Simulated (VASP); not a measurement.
# B (R-3m) in VASP: further runs, part 2 of 2

VASP 6.6.1. Earlier steps stand in the parts before.

### Step 3. Single point, PBE

The input, INCAR:

```
SYSTEM = B
PREC = Accurate
ENCUT = 520
EDIFF = 1E-7
ISMEAR = 0
SIGMA = 0.1
LREAL = .False.
LASPH = .True.
NELM = 100
ALGO = Fast
ISIF = 2
LWAVE = .False.
LCHARG = .False.
GGA = PE
NBANDS = 14
```

The input, KPOINTS:

```
Automatic mesh
0
Gamma
  18 18 18
  0 0 0
```

The input, POSCAR:

```
B
1.0
    1.4259219739      0.8232564355      4.1581301579
   -1.4259219739      0.8232564355      4.1581301579
    0.0000000000     -1.6465128710      4.1581301579
B
4
Direct
    0.0663383151      0.0663383151      0.0663383151
    0.9336616849      0.9336616849      0.9336616849
    0.1981714996      0.1981714996      0.1981714996
    0.8018285004      0.8018285004      0.8018285004
```

Potentials or basis: VASP PAW PBE potentials, release 64 (B).

On the command line:

```bash
> cat potpaw_PBE.64/B/POTCAR > POTCAR
> mpirun -np 1 vasp_std > vasp.out
```

OUTCAR:

```text
SYSTEM = B
   PREC = Accurate
   ENCUT = 520
   EDIFF = 1E-7
   ISMEAR = 0
   LREAL = .False.
   LASPH = .True.
   NELM = 100
   ISIF = 2
   GGA = PE

 ion  position               nearest neighbor table
   1  0.066  0.066  0.066-   3 1.64   2 1.66   4 1.86   4 1.86   4 1.86
   2  0.934  0.934  0.934-   4 1.64   1 1.66   3 1.86   3 1.86   3 1.86
   3  0.198  0.198  0.198-   1 1.64   4 1.82   4 1.82   4 1.82   2 1.86   2 1.86   2 1.86
   4  0.802  0.802  0.802-   2 1.64   3 1.82   3 1.82   3 1.82   1 1.86   1 1.86   1 1.86

  LATTYP: Found a trigonal (rhomboedric) cell.
 ALAT       =     4.4722534638
 COS(alpha) =     0.7966853371

  Lattice vectors:

 A1 = (   1.4259219739,   0.8232564355,   4.1581301579)
 A2 = (  -1.4259219739,   0.8232564355,   4.1581301579)
 A3 = (   0.0000000000,  -1.6465128710,   4.1581301579)

Analysis of symmetry for initial positions (statically):
=====================================================================
 Subroutine PRICEL returns:
 Original cell was already a primitive cell.

 Routine SETGRP: Setting up the symmetry group for a
[... 193 lines left out ...]
     10      12.7270      0.00000
     11      12.7270      0.00000
     12      17.0114      0.00000
     13      17.0114      0.00000
     14      19.3613      0.00000
[... 377 lines left out ...]
      1      -8.6996      2.00000
      2      -2.1753      2.00000
      3      -0.8081      2.00000
      4       1.1108      2.00000
      5       3.2617      2.00000
      6       5.2803      2.00000
      7       7.8681      0.00000
      8      11.7169      0.00000
      9      14.0696      0.00000
     10      14.7459      0.00000
     11      15.5097      0.00000
     12      16.5540      0.00000
     13      18.0418      0.00000
     14      18.4456      0.00000

 [... further k-points ...]

------------------------ aborting loop because EDIFF is reached ----------------------------------------

  FORCE on cell =-STRESS in cart. coord.  units (eV):
  Direction    XX          YY          ZZ          XY          YZ          ZX
  --------------------------------------------------------------------------------------
  -------------------------------------------------------------------------------------
  Total        0.0007192      0.0007192      0.0144141      0.0000000     -0.0000000      0.0000000
  in kB        0.0393443      0.0393443      0.7885311      0.0000000     -0.0000000      0.0000000
  external PRESSURE =       0.2890732 kB  Pullay stress =       0.0000000 kB

 VOLUME and BASIS-vectors are now :
 -----------------------------------------------------------------------------
  energy-cutoff  :      520.00
  volume of cell :       29.29
      direct lattice vectors                 reciprocal lattice vectors
     1.425921974  0.823256436  4.158130158     0.350650322  0.202448058  0.080164237
    -1.425921974  0.823256436  4.158130158    -0.350650322  0.202448058  0.080164237
     0.000000000 -1.646512871  4.158130158     0.000000000 -0.404896116  0.080164237

 POSITION                                       TOTAL-FORCE (eV/Angst)
 -----------------------------------------------------------------------------------
      0.00000      0.00000      0.82753         0.000000      0.000000     -0.015123
      0.00000      0.00000     11.64686         0.000000     -0.000000      0.015123
      0.00000      0.00000      2.47207         0.000000      0.000000      0.014463
      0.00000      0.00000     10.00232         0.000000     -0.000000     -0.014463
 -----------------------------------------------------------------------------------
    total drift:                                0.000000     -0.000000      0.000000

  FREE ENERGIE OF THE ION-ELECTRON SYSTEM (eV)
  ---------------------------------------------------
  free  energy   TOTEN  =       -26.1159124559 eV

  energy  without entropy=      -26.1133265401  energy(sigma->0) =      -26.11461950
```

stdout:

```text
POSCAR found type information on POSCAR B
 POSCAR found :  1 types and       4 ions
 scaLAPACK will be used
 LDA part: xc-table for (Slater+PW92), standard interpolation
 POSCAR, INCAR and KPOINTS ok, starting setup
 FFT: planning ... GRIDC
 FFT: planning ... GRID_SOFT
 FFT: planning ... GRID
 WAVECAR not read
 entering main loop
```

It took 3.7 min on 1 thread of Intel Xeon 6975P-C (Granite Rapids), shared host; peak memory 0.33 GiB.

What came out:

```
Free energy            : -26.1159 eV
Pressure               : 0.0 GPa
Largest force          : 0.015 eV/Å
Band gap on the k mesh : none (metal or under the smearing width)
```

Forces on the atoms (eV/Å):
```
B    0.000  0.000 -0.015
B    0.000  0.000  0.015
B    0.000  0.000  0.014
B    0.000  0.000 -0.014
```

Levels at points of the mesh, in eV from the Fermi level:
```
           k point  band 4  band 5  band 6  band 7  band 8  band 9
(0.00, 0.00, 0.00)   -0.75   -0.75    3.29    3.29    6.16    6.24
(0.50, 0.00, 0.00)   -5.26   -3.59   -3.17    0.90    3.86    4.57
(0.50, 0.50, 0.00)   -6.03   -4.16   -2.71    3.73    4.34    5.78
(0.50, 0.50, 0.50)   -1.25   -1.25    0.94    6.18    6.18    6.45
```

### Step 4. Relaxation of cell and atoms, PBE

The input, INCAR:

```
SYSTEM = B
PREC = Accurate ; ENCUT = 600
EDIFF = 1E-6 ; ISMEAR = 0
SIGMA = 0.1 ; LREAL = .False.
LASPH = .True. ; NELM = 100
ALGO = Fast ; ISIF = 3
LWAVE = .False. ; LCHARG = .False.
GGA = PE ; IBRION = 2
NSW = 100 ; EDIFFG = -0.01
```

The input, KPOINTS:

```
regular mesh
0
Gamma
  18 18 18
  0 0 0
```

The input, POSCAR:

```
B
1.0
    1.4250032760      0.8227260250      4.1581244985
   -1.4250032760      0.8227260250      4.1581244985
    0.0000000000     -1.6454520500      4.1581244985
B
4
Direct
    0.0663695090      0.0663695090      0.0663695090
    0.9336304910      0.9336304910      0.9336304910
    0.1982606094      0.1982606094      0.1982606094
    0.8017393906      0.8017393906      0.8017393906
```

On the command line:

```bash
> cat potpaw_PBE.64/B/POTCAR > POTCAR
> mpirun -np 1 vasp_std > vasp.out
```

It took 5.3 min on 1 thread of Intel Xeon 6975P-C (Granite Rapids), shared host; peak memory 0.33 GiB.

It converged, with:

```
Free energy                            : -26.1197 eV
Relaxed volume                         : 7.32 Å³/atom
Relaxed cell                           : a = 4.472 Å, b = 4.472 Å, c = 4.472 Å, α = 37.19°, β = 37.19°, γ = 37.19°
Space group after relaxing (to 0.05 Å) : R-3m (No. 166)
Energy gained by relaxing              : 0.0 meV/atom
Ionic steps                            : 5
Pressure after relaxing                : 0.0 GPa
Band gap on the k mesh                 : none (metal or under the smearing width)
```

Stress tensor (GPa, compression positive):
```
0.01 0.00 0.00
0.00 0.01 0.00
0.00 0.00 0.09
```

Final structure:
```
CELL_PARAMETERS angstrom
1.42585 0.82322 4.15742
-1.42585 0.82322 4.15742
0.00000 -1.64643 4.15742
ATOMIC_POSITIONS crystal
B 0.06632 0.06632 0.06632
B 0.93368 0.93368 0.93368
B 0.19821 0.19821 0.19821
B 0.80179 0.80179 0.80179
```

Levels at points of the mesh, in eV from the Fermi level:
```
           k point  band 4  band 5  band 6  band 7  band 8  band 9
(0.00, 0.00, 0.00)   -0.74   -0.74    3.29    3.29    6.16    6.24
(0.50, 0.00, 0.00)   -5.26   -3.59   -3.17    0.90    3.86    4.57
(0.50, 0.50, 0.00)   -6.03   -4.16   -2.71    3.73    4.34    5.78
(0.50, 0.50, 0.50)   -1.25   -1.25    0.94    6.18    6.18    6.45
```

### Step 5. Single point, PBE

This run uses another cell than the first one, of 8.11 Å³/atom, 1.108 times its volume.

The input, INCAR:

```
  PREC = Accurate
  ENCUT = 520
  EDIFF = 1E-6
  ISMEAR = 0
  SIGMA = 0.1
  LREAL = False
  LASPH = True
  NELM = 100
  ALGO = Normal
  ISIF = 2
  LWAVE = False
  LCHARG = False
  GGA = PE
  NBANDS = 14
```

The input, KPOINTS:

```
regular mesh
0
Gamma
  9 9 9
```

The input, POSCAR:

```
B
1.0
    1.0110101419      0.5837069775      9.1648520561
   -1.0110101419      0.5837069775      9.1648520561
    0.0000000000     -1.1674139551      9.1648520561
B
4
Direct
    0.0500000000      0.0500000000      0.0500000000
    0.9500000000      0.9500000000      0.9500000000
    0.2830000000      0.2830000000      0.2830000000
    0.7170000000      0.7170000000      0.7170000000
```

On the command line:

```bash
> cat potpaw_PBE.64/B/POTCAR > POTCAR
> mpirun -np 1 vasp_std > vasp.out
```

Run time: 6.2 min. Hardware: 1 thread of Intel Xeon 6975P-C (Granite Rapids), shared host; peak memory 0.63 GiB.

Results (log left out):

```yaml
Free_energy: 10.3005 eV
Pressure: 351.0 GPa
Largest_force: 1.242 eV/Å
Band_gap_on_the_k_mesh: none (metal or under the smearing width)
```

Forces on the atoms (eV/Å):
```
B    0.000  0.000 -0.427
B    0.000  0.000  0.427
B    0.000  0.000 -1.242
B    0.000  0.000  1.242
```

Stress tensor (GPa, compression positive):
```
521.10   0.00   0.00
  0.00 521.10   0.00
  0.00   0.00  10.83
```

Levels at points of the mesh, in eV from the Fermi level:
| k point | band 3 | band 4 | band 5 | band 6 | band 7 | band 8 | band 9 | band 10 |
| --- | --- | --- | --- | --- | --- | --- | --- | --- |
| (0.00, 0.00, 0.00) | -9.56 | -7.07 | 3.76 | 5.85 | 5.85 | 5.89 | 5.89 | 7.16 |

Caveat: the k mesh is coarse (spacing up to 0.40 Å⁻¹), so the values aren't converged; a pressure of tens of GPa on the cell as given is suspect, and the run, the potentials or the cell itself is likely at fault; forces of over 1 eV/Å show positions far from the minimum, so gaps and moduli don't describe the material at rest.

### Step 6. Overview

```csv
task,cell,k mesh,cutoff (eV),mesh quality,gap on the mesh (eV),pressure (GPa),relaxed volume (Å³/atom),largest force (eV/Å)
relaxation of cell and atoms,relaxed from: random cell without symmetry,6 × 6 × 6,600,coarse,none,0.1,7.60,0.04
single point,"R-3m, 7.32 Å³/atom",18 × 18 × 18,520,not flagged,none,0.0,-,0.02
relaxation of cell and atoms,relaxed,18 × 18 × 18,600,not flagged,none,0.0,7.32,-
single point,"R-3m, 8.11 Å³/atom",9 × 9 × 9,520,coarse,none,351.0,-,1.24
```

Alike in all rows: level PBE; potentials or basis VASP PAW PBE potentials, release 64 (B); no spin polarisation; smearing gaussian 0.1 eV.

Caveats: some runs use coarse meshes; a pressure of tens of GPa on the cell as given is suspect, and the run, the potentials or the cell itself is likely at fault (some runs); forces of over 1 eV/Å show positions far from the minimum, so gaps and moduli don't describe the material at rest (some runs).

Absolute energies hang on the potentials; compare differences alone.
